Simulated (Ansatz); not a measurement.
**LiF (Griceite) in Ansatz: the effect of functional**

Crystal: LiF (Griceite).

```
CELL_PARAMETERS angstrom
0.00000 2.02734 2.02734
2.02734 0.00000 2.02734
2.02734 2.02734 0.00000
ATOMIC_POSITIONS crystal
F 0.50000 0.50000 0.50000
Li 0.00000 0.00000 0.00000
```

The cell isn't the ideal one: volume scaled by 1.02.

Alike in all runs:

```yaml
Program: Ansatz 0.2.0
Task: single point
Potentials_or_basis: Ansatz PAW
k_mesh: 11 × 11 × 11
Occupations: fermi-dirac, width 0.05 eV
Spin: no spin polarisation
```

| functional | cutoff | gap on the mesh (eV) | pressure (GPa) |
| --- | --- | --- | --- |
| LDA | 420 eV (not typed: the program's choice for these potentials) | ? | ? |
| PBEsol | 420 eV (not typed: the program's choice for these potentials) | 8.75 | -2.3 |
| r2SCAN | 500 eV (not typed: the program's choice for these potentials) | 9.88 | -3.4 |

Problem. What does the run with functional LDA give?

Solution. gap on the mesh 8.67 eV; pressure -7.6 GPa.

Caveats: odd divisions of the mesh miss points on the zone boundary, where band edges often lie, so the gap on the mesh can be too wide; the PAW data sets come from PBE, with cores solved anew for the run's functional, which leaves a small shift of forces and pressure.

A k mesh can miss the band edges.
